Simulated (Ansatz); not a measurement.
**Relaxing W13S25**

Level of theory: DFT PBE, scalar-relativistic, plane waves, PAW (Ansatz). Settings: 420 eV cutoff, 2×2×2 k-mesh, shifted by half a step, Gaussian smearing of 0.01 eV, no spin polarisation.

What was changed: S vacancy (site a), charge +0, atoms relaxed at the host's cell.

Spin–orbit coupling is left out, which can shift energies with elements as heavy as these.

In a supercell of 38 atoms the defect feels its periodic images.

Spin polarisation was left out.

Command:

```bash
ansatz run input.yaml --threads 4 --pin off --max-ram 10240MiB --backend cpu --events-out ev --progress --plain --runs-dir out
```

Input:

```yaml
crystal:
  lattice:
    - [6.3754946469, 1.8404467753, -7.4744493329]
    - [-1.5938736617, -6.4415637136, -7.4744493329]
    - [-4.7816209852, 4.6011169382, -7.4744493329]
  atoms:
    - { symbol: W, position: [0.3070148585, 0.9223994739, 0.76855332] }
    - { symbol: W, position: [0.6147071662, 0.845476397, 0.5377840893] }
    - { symbol: W, position: [0.2300917816, 0.6916302431, 0.0762456277] }
    - { symbol: W, position: [0.5377840893, 0.6147071662, 0.845476397] }
    - { symbol: W, position: [0.1640719544, 0.4627044114, 0.3798143251] }
    - { symbol: W, position: [0.0762456277, 0.2300917816, 0.6916302431] }
    - { symbol: W, position: [0.9241580895, 0.7775695838, 0.3021010304] }
    - { symbol: W, position: [0.8419252076, 0.5348129581, 0.6213409115] }
    - { symbol: W, position: [0.4608610123, 0.3839379354, 0.1531687046] }
    - { symbol: W, position: [0.76855332, 0.3070148585, 0.9223994739] }
    - { symbol: W, position: [0.3839379354, 0.1531687046, 0.4608610123] }
    - { symbol: W, position: [0.9993225508, 0.9993225508, 0.9993225508] }
    - { symbol: W, position: [0.6916302431, 0.0762456277, 0.2300917816] }
    - { symbol: S, position: [0.2113103447, 0.4420795755, 0.1343872678] }
    - { symbol: S, position: [0.8266949601, 0.2882334216, 0.6728488062] }
    - { symbol: S, position: [0.1343872678, 0.2113103447, 0.4420795755] }
    - { symbol: S, position: [0.7497718831, 0.0574641908, 0.9805411139] }
    - { symbol: S, position: [0.6728488062, 0.8266949601, 0.2882334216] }
    - { symbol: S, position: [0.5190026524, 0.3651564985, 0.903618037] }
    - { symbol: S, position: [0.4420795755, 0.1343872678, 0.2113103447] }
    - { symbol: S, position: [0.0574641908, 0.9805411139, 0.7497718831] }
    - { symbol: S, position: [0.3651564985, 0.903618037, 0.5190026524] }
    - { symbol: S, position: [0.9805411139, 0.7497718831, 0.0574641908] }
    - { symbol: S, position: [0.5959257293, 0.5959257293, 0.5959257293] }
    - { symbol: S, position: [0.2882334216, 0.6728488062, 0.8266949601] }
    - { symbol: S, position: [0.0437440276, 0.659128643, 0.5052824891] }
    - { symbol: S, position: [0.3514363353, 0.5822055661, 0.2745132584] }
    - { symbol: S, position: [0.9668209507, 0.4283594122, 0.8129747968] }
    - { symbol: S, position: [0.2745132584, 0.3514363353, 0.5822055661] }
    - { symbol: S, position: [0.8898978737, 0.1975901814, 0.1206671045] }
    - { symbol: S, position: [0.8129747968, 0.9668209507, 0.4283594122] }
    - { symbol: S, position: [0.659128643, 0.5052824891, 0.0437440276] }
    - { symbol: S, position: [0.5822055661, 0.2745132584, 0.3514363353] }
    - { symbol: S, position: [0.1975901814, 0.1206671045, 0.8898978737] }
    - { symbol: S, position: [0.5052824891, 0.0437440276, 0.659128643] }
    - { symbol: S, position: [0.1206671045, 0.8898978737, 0.1975901814] }
    - { symbol: S, position: [0.7360517199, 0.7360517199, 0.7360517199] }
    - { symbol: S, position: [0.4283594122, 0.8129747968, 0.9668209507] }
  host:
    lattice:
      - [1.5938736617, 0.9202233877, 7.4744493329]
      - [-1.5938736617, 0.9202233877, 7.4744493329]
      - [0.0, -1.8404467753, 7.4744493329]
    atoms:
      - { symbol: W, position: [0.0006774492, 0.0006774492, 0.0006774492] }
      - { symbol: S, position: [0.4040742707, 0.4040742707, 0.4040742707] }
      - { symbol: S, position: [0.2639482801, 0.2639482801, 0.2639482801] }
basis:
  ecutwfc: 420
  xc_grid: 2
kpoints:
  mp_grid: { grid: [2, 2, 2], shift: [0.5, 0.5, 0.5] }
hamiltonian:
  xc: pbe
scf:
  occupations: { method: gaussian, width: 0.01 }
output:
  forces: true
  stress: false
  eigenvalues: true
  charged_corrections:
    defect_position: [0.90361804, 0.51900265, 0.3651565]
    epsilon: [[11.5894, 0.0, 0.0], [0.0, 11.5894, 0.0], [0.0, 0.0, 3.2072]]
relax:
  adjacent_minimum: "off"
  f_tol: 0.025
  max_steps: 45
```

F is the free energy.

Steps:

```
step F − F(1) (eV) largest force component (eV/Å)
   1         0.0000                           2.143
   2        -0.4403                           0.837
   3        -0.5452                           0.110
   4        -0.5471                           0.005
   5        -0.5471                           0.005
```

Relaxed structure:

```cif
data_structure
_symmetry_space_group_name_H-M 'P 1'
_symmetry_Int_Tables_number 1
_cell_length_a 9.9951
_cell_length_b 9.9951
_cell_length_c 9.9951
_cell_angle_alpha 70.194
_cell_angle_beta 70.194
_cell_angle_gamma 70.194
_cell_volume 855.11
loop_
_atom_site_label
_atom_site_type_symbol
_atom_site_fract_x
_atom_site_fract_y
_atom_site_fract_z
_atom_site_occupancy
W1 W 0.30666 0.92200 0.76789 1
W2 W 0.61803 0.84429 0.53709 1
W3 W 0.22893 0.69120 0.07927 1
W4 W 0.53824 0.61360 0.84396 1
W5 W 0.14865 0.46836 0.38838 1
W6 W 0.07585 0.23338 0.69017 1
W7 W 0.92714 0.76400 0.31425 1
W8 W 0.85301 0.54249 0.60989 1
W9 W 0.45858 0.38279 0.15313 1
W10 W 0.76743 0.30725 0.91982 1
W11 W 0.38272 0.15359 0.45948 1
W12 W 0.99824 0.99807 0.99947 1
W13 W 0.69189 0.07394 0.22866 1
S1 S 0.20357 0.44485 0.14126 1
S2 S 0.82950 0.29537 0.66481 1
S3 S 0.12937 0.22004 0.44086 1
S4 S 0.74960 0.05656 0.97826 1
S5 S 0.68001 0.81893 0.29074 1
S6 S 0.51702 0.36495 0.90244 1
S7 S 0.44120 0.13238 0.21084 1
S8 S 0.05704 0.98214 0.74859 1
S9 S 0.36679 0.90271 0.51827 1
S10 S 0.97962 0.74473 0.06592 1
S11 S 0.60469 0.59498 0.59060 1
S12 S 0.28736 0.67238 0.82802 1
S13 S 0.04820 0.66355 0.50944 1
S14 S 0.35191 0.58058 0.27684 1
S15 S 0.96523 0.43096 0.81314 1
S16 S 0.27572 0.35345 0.58060 1
S17 S 0.88820 0.19711 0.11871 1
S18 S 0.81561 0.96727 0.42646 1
S19 S 0.65748 0.50355 0.04299 1
S20 S 0.58176 0.27283 0.34943 1
S21 S 0.19648 0.12007 0.88972 1
S22 S 0.50472 0.04383 0.65772 1
S23 S 0.11937 0.89107 0.19932 1
S24 S 0.73809 0.73471 0.73695 1
S25 S 0.42848 0.81183 0.96595 1
```

The run converged. Time: 2.4 min on 4 threads of Intel(R) Xeon(R) Platinum 8259CL CPU @ 2.50GHz (Skylake/Cascade Lake), with other jobs on the host, peak memory 3.3 GiB.